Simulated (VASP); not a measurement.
Set up this calculation in VASP 6.6.1, as the native input.

```
Task                   : relaxation of cell and atoms
Functional             : PBEsol
Potentials or basis    : VASP PAW PBE potentials, release 64 (Ir)
Cutoff                 : 300 eV
k mesh                 : 20 × 20 × 20
Occupations            : gaussian, width 0.1 eV
Spin                   : no spin polarisation
Further INCAR settings : ALGO = Normal; EDIFF = 1e-07; IBRION = 2; EDIFFG = -0.005; NSW = 90; ISIF = 3
```

The structure of Ir lies in POSCAR:

```
Ir
1.0
   -1.5254903000      1.5254903000      1.5254903000
    1.5254903000     -1.5254903000      1.5254903000
    1.5254903000      1.5254903000     -1.5254903000
Ir
1
Direct
    0.0000000000      0.0000000000      0.0000000000
```

This isn't the form of Ir at room conditions, which is fcc.

The input as run:

INCAR

```
SYSTEM = Ir
PREC     = Accurate       ! precision mode
ENCUT    = 300            ! plane-wave cutoff, eV
EDIFF    = 1E-7           ! SCF threshold, eV
ISMEAR   = 0              ! smearing method
SIGMA    = 0.1            ! smearing width, eV
LREAL    = .False.        ! projectors in reciprocal space
LASPH    = .True.         ! aspherical terms in the spheres
NELM     = 100            ! most SCF steps
ALGO     = Normal         ! electronic algorithm
ISIF     = 3              ! what is computed and relaxed
LWAVE    = .False.        ! write WAVECAR
LCHARG   = .False.        ! write CHGCAR
GGA      = PS             ! functional
IBRION   = 2              ! ionic algorithm
NSW      = 90             ! ionic steps
EDIFFG   = -0.005         ! ionic threshold
```

KPOINTS

```
regular mesh
0
Gamma
  20 20 20
  0 0 0
```

Potentials or basis: VASP PAW PBE potentials, release 64 (Ir).

Command:

```sh
$ cat potpaw_PBE.64/Ir/POTCAR > POTCAR
$ mpirun -np 1 vasp_std > vasp.out
```

It gave:

```
Relaxed volume                         : 14.56 Å³/atom
Relaxed cell                           : a = 2.664 Å, b = 2.664 Å, c = 2.664 Å, α = 109.47°, β = 109.47°, γ = 109.47°
Space group after relaxing (to 0.05 Å) : Im-3m (No. 229)
Energy gained by relaxing              : 10.2 meV/atom
Ionic steps                            : 4
Pressure after relaxing                : 0.0 GPa
Band gap on the k mesh                 : none (metal or under the smearing width)
```

Caveat: the PAW data sets were made with another functional, which shifts forces and pressure a little.

Wall time 27 s on 1 thread of AMD EPYC 7R13 Processor (Zen 3) (shared host), peak memory 0.1 GiB.
